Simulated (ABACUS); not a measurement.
# HgTe (Coloradoite) (F-43m) in ABACUS: a series of runs

The runs below take HgTe (Coloradoite) through band structure, equation of state, with r2SCAN.

Everything below comes from runs of ABACUS 3.10.1. Logs are shortened: lines on timing, memory, paths and dates and some standing lists are left out, and cuts for length are marked.

### 1 Starting point

It takes space group F-43m (No. 216, cubic). The conventional cell has a = 6.429 Å, b = 6.429 Å, c = 6.429 Å, α = 90.00°, β = 90.00°, γ = 90.00°. Hg (site symmetry -43m) has 4 Te at 2.78 Å as nearest neighbours. Te (site symmetry -43m) is surrounded by 4 Hg at 2.78 Å.

### 2 Band structure, r2SCAN

INPUT

```
INPUT_PARAMETERS
suffix              HgTe
calculation         nscf
basis_type          pw
pseudo_dir          ./
symmetry            -1
dft_functional      MGGA_X_R2SCAN+MGGA_C_R2SCAN
ecutwfc             96.0
pseudo_rcut         7
nspin               1
nbands              28
ks_solver           dav
smearing_method     fd
smearing_sigma      0.00367493
scf_thr             1e-08
scf_nmax            100
mixing_type         broyden
mixing_beta         0.7
mixing_tau          1
init_chg            file
pw_diag_thr         1e-07
out_band            1
kpar                4
```

STRU

```
ATOMIC_SPECIES
Hg 200.5920 Hg_ONCV_PBE-1.2.upf
Te 127.6000 Te_ONCV_PBE-1.2.upf

LATTICE_CONSTANT
1.8897261246

LATTICE_VECTORS
0.0000000000 3.2145000000 3.2145000000
3.2145000000 0.0000000000 3.2145000000
3.2145000000 3.2145000000 0.0000000000

ATOMIC_POSITIONS
Direct

Hg
0.0
1
0.0000000000 0.0000000000 0.0000000000 1 1 1

Te
0.0
1
0.2500000000 0.2500000000 0.2500000000 1 1 1
```

KPT

```
K_POINTS
12
Line
0.00000000 0.00000000 0.00000000 10 // G
0.50000000 0.00000000 0.50000000 10 // X
0.50000000 0.25000000 0.75000000 10 // W
0.37500000 0.37500000 0.75000000 10 // K
0.00000000 0.00000000 0.00000000 10 // G
0.50000000 0.50000000 0.50000000 10 // L
0.62500000 0.25000000 0.62500000 10 // U
0.50000000 0.25000000 0.75000000 10 // W
0.50000000 0.50000000 0.50000000 10 // L
0.37500000 0.37500000 0.75000000 1 // K
0.62500000 0.25000000 0.62500000 10 // U
0.50000000 0.00000000 0.50000000 1 // X
```

Potentials or basis: SG15 ONCV 1.2 PBE, plane waves.

Launch:

```console
$ OMP_NUM_THREADS=1 mpirun -np 4 abacus > log
```

running log:

```text
ABACUS v3.10.1

               Atomic-orbital Based Ab-initio Computation at UStc

 ------------------------------------------------------------------------------------

 READING GENERAL INFORMATION
                           global_out_dir = OUT.HgTe/
                           global_in_card = INPUT
                               pseudo_dir = ./
                              orbital_dir =
                                    DSIZE = 4
                                    GSIZE = 1

 READING UNITCELL INFORMATION
                                    ntype = 2
                  lattice constant (Bohr) = 1.88973
              lattice constant (Angstrom) = 1

 READING ATOM TYPE 1
                               atom label = Hg
                      L=0, number of zeta = 1
                      L=1, number of zeta = 1
                      L=2, number of zeta = 1
             number of atom for this type = 1

 READING ATOM TYPE 2
                               atom label = Te
                      L=0, number of zeta = 1
                      L=1, number of zeta = 1
                      L=2, number of zeta = 1
             number of atom for this type = 1

                        TOTAL ATOM NUMBER = 2
DIRECT COORDINATES
    atom                   x                   y                   z     mag                  vx                  vy                  vz
taud_Hg1            0.0000000000        0.0000000000        0.0000000000  0.0000        0.0000000000        0.0000000000        0.0000000000
taud_Te1            0.2500000000        0.2500000000        0.2500000000  0.0000        0.0000000000        0.0000000000        0.0000000000

                          Volume (Bohr^3) = 448.298
                             Volume (A^3) = 66.4308

 Lattice vectors: (Cartesian coordinate: in unit of a_0)
                   +0             +3.2145             +3.2145
              +3.2145                  +0             +3.2145
              +3.2145             +3.2145                  +0
 Reciprocal vectors: (Cartesian coordinate: in unit of 2 pi/a_0)
            -0.155545           +0.155545           +0.155545
            +0.155545           -0.155545           +0.155545
            +0.155545           +0.155545           -0.155545
 The esolver type has been set to : ksdft_pw

                PAO radial cut off (Bohr) = 7

 Read in pseudopotential file is Hg_ONCV_PBE-1.2.upf
                     pseudopotential type = NC
          exchange-correlation functional = PBE
                 nonlocal core correction = 0
                        valence electrons = 20
                                     lmax = 3
                           number of zeta = 0
                     number of projectors = 8
                           L of projector = 0
                           L of projector = 0
                           L of projector = 1
                           L of projector = 1
                           L of projector = 2
                           L of projector = 2
                           L of projector = 3
                           L of projector = 3
 XC functional updated to : MGGA_X_R2SCAN+MGGA_C_R2SCAN
          exchange-correlation functional = MGGA_X_R2SCAN+MGGA_C_R2SCAN
                PAO radial cut off (Bohr) = 7

 Read in pseudopotential file is Te_ONCV_PBE-1.2.upf
                     pseudopotential type = NC
          exchange-correlation functional = PBE
                 nonlocal core correction = 0
                        valence electrons = 16
                                     lmax = 2
                           number of zeta = 0
                     number of projectors = 6
                           L of projector = 0
                           L of projector = 0
                           L of projector = 1
                           L of projector = 1
                           L of projector = 2
                           L of projector = 2
 XC functional updated to : MGGA_X_R2SCAN+MGGA_C_R2SCAN
          exchange-correlation functional = MGGA_X_R2SCAN+MGGA_C_R2SCAN
     initial pseudo atomic orbital number = 0

 SETUP THE ELECTRONS NUMBER
            electron number of element Hg = 20
      total electron number of element Hg = 20
            electron number of element Te = 16
      total electron number of element Te = 16
            AUTOSET number of electrons:  = 36
                           occupied bands = 18
                                   NBANDS = 28
                                   NLOCAL = 18

%%%%%%%%%%%%%%%%%%%%%%%%%%%%%%%%%%%%%%%%%%%%%%%%%%%%%%%%%%%%%%%%%%%%%%%%%%%%%%%%%%%%%%%%%%%%%%%%%%%%%%%%%%
 Warning: the number of valence electrons in pseudopotential > 12 for Hg: [Xe] 4f14 5d10 6s2
 Warning: the number of valence electrons in pseudopotential > 6 for Te: [Kr] 4d10 5s2 5p4
 Pseudopotentials with additional electrons can yield (more) accurate outcomes, but may be less efficient.
[... 58 lines left out ...]
                    number of plane waves = 8393
                         number of sticks = 547

 PARALLEL PW FOR WAVE FUNCTIONS
     PROC   COLUMNS(POT)             PW
        1            547           8393
 --------------- sum -------------------
        1            547           8393

 SETUP NONLOCAL PSEUDOPOTENTIALS IN PLANE WAVE BASIS
 Hg non-local projectors:
 projector 1 L=0
 projector 2 L=0
 projector 3 L=1
 projector 4 L=1
 projector 5 L=2
 projector 6 L=2
 projector 7 L=3
 projector 8 L=3
 Te non-local projectors:
 projector 1 L=0
 projector 2 L=0
 projector 3 L=1
 projector 4 L=1
 projector 5 L=2
 projector 6 L=2
      TOTAL NUMBER OF NONLOCAL PROJECTORS = 50

 Init Non-Local PseudoPotential table :
 Init Non-Local-Pseudopotential done.

                                     npwx = 7151

 -------------------------------------------
 NONSELF-CONSISTENT
 -------------------------------------------
                                 init_chg = file
 try to read charge from file
 Read in the charge density: OUT.HgTe//HgTe-CHARGE-DENSITY.restart
 try to read kinetic energy density from file
 Read in the kinetic energy density: OUT.HgTe//HgTe-TAU-DENSITY.restart

 PW ALGORITHM --------------- ION=   1  ELEC=   1--------------------------------

 k(1/102) Iter steps (avg)=14 threshold=1e-07

 k(2/102) Iter steps (avg)=14 threshold=1e-07
 k(3/102) Iter steps (avg)=14 threshold=1e-07
 k(4/102) Iter steps (avg)=14 threshold=1e-07
 k(5/102) Iter steps (avg)=14 threshold=1e-07
 k(6/102) Iter steps (avg)=14 threshold=1e-07
 k(7/102) Iter steps (avg)=15 threshold=1e-07
 k(8/102) Iter steps (avg)=19 threshold=1e-07
 k(9/102) Iter steps (avg)=21 threshold=1e-07
 k(10/102) Iter steps (avg)=22 threshold=1e-07
 k(11/102) Iter steps (avg)=22 threshold=1e-07
[... 5 lines left out ...]
 k(17/102) Iter steps (avg)=20 threshold=1e-07
 k(18/102) Iter steps (avg)=20 threshold=1e-07
 k(19/102) Iter steps (avg)=22 threshold=1e-07
 k(20/102) Iter steps (avg)=20 threshold=1e-07
 k(21/102) Iter steps (avg)=21 threshold=1e-07
 k(22/102) Iter steps (avg)=18 threshold=1e-07
 k(23/102) Iter steps (avg)=19 threshold=1e-07
 k(24/102) Iter steps (avg)=18 threshold=1e-07
 k(25/102) Iter steps (avg)=17 threshold=1e-07
 k(26/102) Iter steps (avg)=18 threshold=1e-07
[... levels at 26 k points of this process ...]

 Density error is 0.00000000000
                          Error Threshold = 1.00000000000e-07
----------------------------------------------------------
     Energy           Rydberg                 eV
----------------------------------------------------------
 E_KohnSham     -484.2742630375      -6588.8893720608
 E_KS(sigma->0) -484.2740625227      -6588.8866439173
 E_Harris       -484.2742630375      -6588.8893720608
 E_band         -56.9253636561       -774.5093064453
 E_one_elec     -303.8490551759      -4134.0784823081
 E_Hartree      154.6671366496       2104.3543517787
 E_xc           -45.2825544900       -616.1007610596
 E_Ewald        -289.8093889916      -3943.0590241848
 E_entropy(-TS) -0.0004010295        -0.0054562869
 E_descf        0.0000000000         0.0000000000
 E_exx          0.0000000000         0.0000000000
 E_Fermi        0.6759131248         9.1962698502
----------------------------------------------------------

 charge density convergence is achieved
 final etot is -6588.8893721 eV
 EFERMI = 9.1962698502 eV

 STATE ENERGY(eV) AND OCCUPATIONS    NSPIN == 1
 1/26 kpoint (Cartesian) = 0.0000 0.0000 0.0000 (7119 pws)
       1       -108.921      0.0196078
       2       -56.1983      0.0196078
       3       -56.1983      0.0196078
       4       -56.1983      0.0196078
       5       -27.1162      0.0196078
       6       -27.1162      0.0196078
[... 20 lines left out ...]
      27        19.7326        0.00000
      28        19.7326        0.00000

 2/26 kpoint (Cartesian) = 0.0000 0.015555 0.0000 (7151 pws)
       1       -108.921      0.0196078
       2       -56.1983      0.0196078
       3       -56.1983      0.0196078
       4       -56.1983      0.0196078
       5       -27.1162      0.0196078
       6       -27.1162      0.0196078
[... 20 lines left out ...]
      27        19.8088        0.00000
      28        20.4150        0.00000

 3/26 kpoint (Cartesian) = 0.0000 0.031109 0.0000 (7131 pws)
       1       -108.921      0.0196078
       2       -56.1983      0.0196078
       3       -56.1983      0.0196078
       4       -56.1983      0.0196078
       5       -27.1163      0.0196078
       6       -27.1161      0.0196078
[... 20 lines left out ...]
      27        20.0359        0.00000
      28        20.7900        0.00000

 4/26 kpoint (Cartesian) = 0.0000 0.046664 0.0000 (7115 pws)
       1       -108.921      0.0196078
       2       -56.1984      0.0196078
       3       -56.1983      0.0196078
       4       -56.1983      0.0196078
       5       -27.1164      0.0196078
       6       -27.1160      0.0196078
[... 20 lines left out ...]
      27        20.4095        0.00000
      28        21.1039        0.00000

 5/26 kpoint (Cartesian) = 0.0000 0.062218 0.0000 (7099 pws)
       1       -108.921      0.0196078
       2       -56.1984      0.0196078
       3       -56.1983      0.0196078
       4       -56.1983      0.0196078
       5       -27.1166      0.0196078
       6       -27.1159      0.0196078
[... 20 lines left out ...]
      27        20.9207        0.00000
      28        21.4870        0.00000

 6/26 kpoint (Cartesian) = 0.0000 0.077773 0.0000 (7131 pws)
       1       -108.921      0.0196078
       2       -56.1984      0.0196078
       3       -56.1984      0.0196078
       4       -56.1984      0.0196078
       5       -27.1168      0.0196078
       6       -27.1158      0.0196078
[... 20 lines left out ...]
      27        21.5544        0.00000
      28        21.9882        0.00000

[... levels at 20 further k points ...]

 --------------------------------------------
 !FINAL_ETOT_IS -6588.889372060799 eV
 --------------------------------------------

 Output bands in file: OUT.HgTe/BANDS_1.dat
```

Wall time 1.9 min (4 MPI ranks of Intel Xeon 6975P-C (Granite Rapids), shared host); peak memory 0.88 GiB.

Levels at the corners of the path, in eV from the Fermi level:
| point | band 16 | band 17 | band 18 | band 19 | band 20 | band 21 |
| --- | --- | --- | --- | --- | --- | --- |
| Γ | -0.64 | -0.03 | -0.03 | -0.03 | 4.72 | 4.72 |
| X | -5.66 | -2.41 | -2.41 | 2.11 | 2.76 | 8.67 |
| W | -5.78 | -2.81 | -2.68 | 3.35 | 4.93 | 5.79 |
| K | -5.71 | -3.06 | -2.01 | 2.48 | 4.32 | 7.55 |
| Γ | -0.64 | -0.03 | -0.03 | -0.03 | 4.72 | 4.72 |
| L | -5.76 | -1.06 | -1.06 | 0.87 | 5.54 | 5.54 |
| U | -5.71 | -3.06 | -2.01 | 2.48 | 4.32 | 7.55 |
| W | -5.78 | -2.81 | -2.68 | 3.35 | 4.93 | 5.79 |
| L | -5.76 | -1.06 | -1.06 | 0.87 | 5.54 | 5.54 |
| K | -5.71 | -3.06 | -2.01 | 2.48 | 4.32 | 7.55 |
| U | -5.71 | -3.06 | -2.01 | 2.48 | 4.32 | 7.55 |
| X | -5.66 | -2.41 | -2.41 | 2.11 | 2.76 | 8.67 |

Caveat: the density is read from an earlier self-consistent run, whose mesh may be coarse; the potentials were made for another functional, which shifts forces and pressure; spin-orbit coupling is left out, which moves the levels of the heavy elements.

### 3 Equation of state, r2SCAN, 31.22 Å³/atom (volume scaled by 0.94)

run_abacus.py

```python
"""ABACUS run from a structure file: ASE reads it, the script writes STRU, KPT and INPUT."""
import re
import subprocess
from ase.io import read
from ase.units import Bohr

atoms = read("POSCAR")
atoms = atoms[(-atoms.numbers).argsort(kind="stable")]  # ABACUS lists atoms element by element
pseudo = {'Hg': 'Hg_ONCV_PBE-1.2.upf', 'Te': 'Te_ONCV_PBE-1.2.upf'}
orbital = {}
magmoms = None
kmesh = [4, 4, 4]
params = {
    'suffix': 'HgTe',
    'calculation': 'scf',
    'basis_type': 'pw',
    'pseudo_dir': './',
    'symmetry': 1,
    'dft_functional': 'MGGA_X_R2SCAN+MGGA_C_R2SCAN',
    'ecutwfc': 96,
    'pseudo_rcut': 7,
    'nspin': 1,
    'nbands': 22,
    'ks_solver': 'dav',
    'smearing_method': 'fd',
    'smearing_sigma': 0.00367493,
    'scf_thr': 1e-08,
    'scf_nmax': 100,
    'mixing_type': 'broyden',
    'mixing_beta': 0.7,
    'cal_force': 1,
    'cal_stress': 1,
    'mixing_tau': 1,
    'kpar': 4,
}

symbols = atoms.get_chemical_symbols()
elements = list(dict.fromkeys(symbols))
lines = ["ATOMIC_SPECIES"] + [f"{e} {atoms.get_masses()[symbols.index(e)]:.4f} {pseudo[e]}" for e in elements]
if orbital:
    lines += ["", "NUMERICAL_ORBITAL"] + [orbital[e] for e in elements]
lines += ["", "LATTICE_CONSTANT", f"{1 / Bohr:.10f}", "", "LATTICE_VECTORS"]
lines += [" ".join(f"{x:.10f}" for x in v) for v in atoms.cell]
lines += ["", "ATOMIC_POSITIONS", "Direct"]
for e in elements:
    lines += ["", e, "0.0", str(symbols.count(e))]
    for i, p in enumerate(atoms.get_scaled_positions(wrap=False)):
        if symbols[i] == e:
            mag = "" if magmoms is None else " mag " + " ".join(str(x) for x in (magmoms[i] if isinstance(magmoms[i], list) else [magmoms[i]]))
            lines.append(" ".join(f"{x:.10f}" for x in p) + " 1 1 1" + mag)
open("STRU", "w").write("\n".join(lines) + "\n")
open("KPT", "w").write("K_POINTS\n0\nGamma\n%d %d %d 0 0 0\n" % tuple(kmesh))
open("INPUT", "w").write("INPUT_PARAMETERS\n" + "".join(f"{k:<20s}{v}\n" for k, v in params.items()))

done = subprocess.run(['mpirun', '-np', '4', 'abacus'])
if done.returncode:
    raise SystemExit(done.returncode)
log = open("OUT.HgTe/running_scf.log").read()
print("final energy (eV):", re.findall(r"FINAL_ETOT_IS (\S+)", log))
```

POSCAR

```
HgTe
1.0
    0.0000000000      3.1488795465      3.1488795465
    3.1488795465      0.0000000000      3.1488795465
    3.1488795465      3.1488795465      0.0000000000
Hg Te
1 1
Direct
    0.0000000000      0.0000000000      0.0000000000
    0.7500000000      0.7500000000      0.7500000000
```

Potentials or basis: SG15 ONCV 1.2 PBE, plane waves.

Launch:

```console
$ OMP_NUM_THREADS=1 python run_abacus.py > log
```

Run time: 23 s. Hardware: 4 MPI ranks of Intel Xeon 6975P-C (Granite Rapids), shared host; peak memory 0.56 GiB.

The run converged. Its results:

```yaml
Free_energy: -6588.4333 eV
Pressure: 6.9 GPa
Band_gap_on_the_k_mesh: none (metal or under the smearing width)
```

Caveat: the k mesh is coarse (spacing up to 0.43 Å⁻¹), so the values aren't converged; the potentials were made for another functional, which shifts forces and pressure.

### 4 Equation of state, r2SCAN, 32.55 Å³/atom (volume scaled by 0.98)

run_abacus.py is that of step 3.

POSCAR

```
HgTe
1.0
    0.0000000000      3.1929255244      3.1929255244
    3.1929255244      0.0000000000      3.1929255244
    3.1929255244      3.1929255244      0.0000000000
Hg Te
1 1
Direct
    0.0000000000      0.0000000000      0.0000000000
    0.7500000000      0.7500000000      0.7500000000
```

Launch:

```console
$ OMP_NUM_THREADS=1 python run_abacus.py > log
```

It took 22 s on 4 MPI ranks of Intel Xeon 6975P-C (Granite Rapids), shared host; peak memory 0.6 GiB.

It converged, with:

```
Free energy            : -6588.5246 eV
Pressure               : 4.1 GPa
Band gap on the k mesh : none (metal or under the smearing width)
```

Caveat: the k mesh is coarse (spacing up to 0.43 Å⁻¹), so the values aren't converged; the potentials were made for another functional, which shifts forces and pressure.

### 5 Equation of state, r2SCAN, 33.88 Å³/atom (volume scaled by 1.02)

run_abacus.py is that of step 4.

POSCAR

```
HgTe
1.0
    0.0000000000      3.2357886999      3.2357886999
    3.2357886999      0.0000000000      3.2357886999
    3.2357886999      3.2357886999      0.0000000000
Hg Te
1 1
Direct
    0.0000000000      0.0000000000      0.0000000000
    0.7500000000      0.7500000000      0.7500000000
```

Launch:

```console
$ OMP_NUM_THREADS=1 python run_abacus.py > log
```

Run time: 22 s. Hardware: 4 MPI ranks of Intel Xeon 6975P-C (Granite Rapids), shared host; peak memory 0.64 GiB.

The run converged. Its results:

| Property | Result |
| --- | --- |
| Free energy | -6588.5752 eV |
| Pressure | 2.0 GPa |
| Band gap on the k mesh | none (metal or under the smearing width) |

Caveat: the k mesh is coarse (spacing up to 0.42 Å⁻¹), so the values aren't converged; the potentials were made for another functional, which shifts forces and pressure.

### 6 Equation of state, r2SCAN, 35.21 Å³/atom (volume scaled by 1.06)

run_abacus.py is that of step 5.

POSCAR

```
HgTe
1.0
    0.0000000000      3.2775454177      3.2775454177
    3.2775454177      0.0000000000      3.2775454177
    3.2775454177      3.2775454177      0.0000000000
Hg Te
1 1
Direct
    0.0000000000      0.0000000000      0.0000000000
    0.7500000000      0.7500000000      0.7500000000
```

Potentials or basis: SG15 ONCV 1.2 PBE, plane waves.

Launch:

```console
$ OMP_NUM_THREADS=1 python run_abacus.py > log
```

Wall time 33 s (4 MPI ranks of Intel Xeon 6975P-C (Granite Rapids), shared host); peak memory 0.68 GiB.

It converged, with:

```yaml
Free_energy: -6588.6111 eV
Pressure: 0.3 GPa
Band_gap_on_the_k_mesh: none (metal or under the smearing width)
```

Caveat: the k mesh is coarse (spacing up to 0.42 Å⁻¹), so the values aren't converged; the potentials were made for another functional, which shifts forces and pressure.

### 7 Equation of state, r2SCAN

This step only gathers the single runs of the series.

What came out:

| Property | Result |
| --- | --- |
| Equilibrium volume | outside the volumes run |

Energy against volume, from the lowest point:
```
volume (Å³/atom)  energy (meV/atom)
          31.223              88.88
          32.551              43.24
          33.880              17.94
          35.208               0.00
```

Caveat: the k mesh is coarse (spacing up to 0.42 Å⁻¹), so the values aren't converged; the potentials were made for another functional, which shifts forces and pressure.
